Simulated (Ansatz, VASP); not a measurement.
MgI2 in VASP and in Ansatz

The input INCAR:

```
SYSTEM = MgI2
PREC = Accurate
ENCUT = 520
EDIFF = 1E-6
ISMEAR = 0
SIGMA = 0.05
LREAL = .FALSE.
LASPH = .TRUE.
NELM = 80
ALGO = Normal
ISIF = 2
LWAVE = .FALSE.
LCHARG = .FALSE.
GGA = PE
NBANDS = 15
```

File KPOINTS:

```
regular mesh
0
G
  6 6 4
  0 0 0
```

POSCAR

```
MgI2
1.0
    4.2516112781      0.0000000000      0.0000000000
   -2.1258056391      3.6820033739      0.0000000000
    0.0000000000      0.0000000000      7.8941785324
Mg I
1 2
Direct
    0.0000000000      0.0000000000      0.0000000000
    0.3333333333      0.6666666667      0.8012283115
    0.6666666667      0.3333333333      0.1987716885
```

Input for Ansatz:

```yaml
crystal:
  lattice:
    - [4.2516112781, 0.0, 0.0]
    - [-2.1258056391, 3.6820033739, 0.0]
    - [0.0, 0.0, 7.8941785324]
  atoms:
    - { symbol: Mg, position: [0.0, 0.0, 0.0] }
    - { symbol: I, position: [0.3333333333, 0.6666666667, 0.8012283115] }
    - { symbol: I, position: [0.6666666667, 0.3333333333, 0.1987716885] }
basis:
  ecutwfc: 520.0
kpoints:
  mp_grid: { grid: [6, 6, 4] }
hamiltonian:
  xc: pbe
scf:
  occupations: { method: gaussian, width: 0.05 }
output:
  forces: true
  stress: true
  eigenvalues: true
```

Alike in both runs: task single point; functional PBE; k mesh 6 × 6 × 4; occupations gaussian, width 0.05 eV; no spin polarisation.

|  | VASP | Ansatz |
| --- | --- | --- |
| version | VASP 6.6.1 | Ansatz 0.2.0 |
| potentials or method | VASP PAW PBE potentials, release 64 (Mg, I) | scalar-relativistic, plane waves, PAW |
| plane-wave cutoff (eV) | 520 | 520 |
| valence electrons in the cell | 16 | 44 |

|  | VASP | Ansatz | Ansatz less VASP |
| --- | --- | --- | --- |
| gap on the k mesh at the Fermi level (eV) | 3.76 | 3.78 | +0.017 |
| least direct gap on the mesh (eV) | 3.89 | 3.91 | +0.014 |
| pressure (GPa) | 0.8 | 0.9 | +0.05 |
| largest component of the traceless stress (GPa) | 0.89 | 0.89 | -0.007 |
| rms of the force components (eV/Å) | 0.203 | 0.208 | +0.0045 |

Atom by atom the forces differ by 0.005 eV/Å (rms over components). With one functional, cell and mesh, what is left measures potentials, basis and numerics. The two sets of potentials don't hold the same shells in valence.

Caveats: spin-orbit coupling is left out, which moves the levels of the heavy elements; this functional lacks dispersion, which binds the layers, so the pressure and a relaxed spacing across them are unreliable. A k mesh can miss the band edges.
